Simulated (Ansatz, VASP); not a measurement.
**Two plane-wave programs on SrTiO3**

File POSCAR:

```
SrTiO3
1.0
    3.9050012542      0.0000000000      0.0000000000
    0.0000000000      3.9050012542      0.0000000000
    0.0000000000      0.0000000000      3.9050012542
Sr Ti O
1 1 3
Direct
    0.0000000000      0.0000000000      0.0000000000
    0.5000000000      0.5000000000      0.5000000000
    0.0000000000      0.5000000000      0.5000000000
    0.5000000000      0.5000000000      0.0000000000
    0.5000000000      0.0000000000      0.5000000000
```

Contents of INCAR.step1:

```
SYSTEM = SrTiO3
PREC = Accurate
ENCUT = 520
ISMEAR = 0
SIGMA = 0.05
LREAL = .FALSE.
LASPH = .TRUE.
NELM = 60
NBANDS = 28
GGA = PE
ALGO = Normal
EDIFF = 1E-4
LWAVE = .TRUE.
LCHARG = .FALSE.
```

File INCAR.step2:

```
SYSTEM = SrTiO3
PREC = Accurate
ENCUT = 520
EDIFF = 1E-6
ISMEAR = 0
SIGMA = 0.05
LREAL = .FALSE.
LASPH = .TRUE.
NELM = 60
ALGO = Normal
ISIF = 2
LWAVE = .FALSE.
LCHARG = .FALSE.
METAGGA = R2SCAN
LMIXTAU = .TRUE.
NBANDS = 28
ISTART = 1
```

The input KPOINTS:

```
regular mesh
0
G
  8 8 8
  0 0 0
```

Input for Ansatz:

```yaml
crystal:
  lattice:
    - [3.9050012542, 0.0, 0.0]
    - [0.0, 3.9050012542, 0.0]
    - [0.0, 0.0, 3.9050012542]
  atoms:
    - { symbol: Sr, position: [0.0, 0.0, 0.0] }
    - { symbol: Ti, position: [0.5, 0.5, 0.5] }
    - { symbol: O, position: [0.0, 0.5, 0.5] }
    - { symbol: O, position: [0.5, 0.5, 0.0] }
    - { symbol: O, position: [0.5, 0.0, 0.5] }
basis:
  ecutwfc: 500
  ecutrho_ratio: 4
kpoints:
  mp_grid: { grid: [8, 8, 8] }
hamiltonian:
  xc: r2scan
scf:
  occupations: { method: gaussian, width: 0.05 }
output:
  forces: true
  stress: true
  eigenvalues: true
  states_by_energy: { minimum_broadening: 0.05 }
```

Alike in both runs: task single point; functional r2SCAN; k mesh 8 × 8 × 8; occupations gaussian, width 0.05 eV; no spin polarisation.

|  | VASP | Ansatz |
| --- | --- | --- |
| version | VASP 6.6.1 | Ansatz 0.2.0 |
| potentials or method | VASP PAW PBE potentials, release 64 (Sr_sv, Ti_sv, O) | scalar-relativistic, plane waves, PAW |
| plane-wave cutoff (eV) | 520 | 500 |
| valence electrons in the cell | 40 | 40 |

Ansatz gave:

```
gap on the k mesh at the Fermi level (eV) : 2.26
least direct gap on the mesh (eV)         : 2.63
pressure (GPa)                            : 0.3
```

Q: What did VASP give for the same quantities?

A: gap on the k mesh at the Fermi level (eV): 2.28; least direct gap on the mesh (eV): 2.66; pressure (GPa): 1.2.

With one functional, cell and mesh, what is left measures potentials, basis and numerics.

Caveats: the PAW data sets were made with another functional, which shifts forces and pressure a little (VASP). A k mesh can miss the band edges. r2SCAN opens gaps a little over a GGA but as a rule still falls short of measured ones.
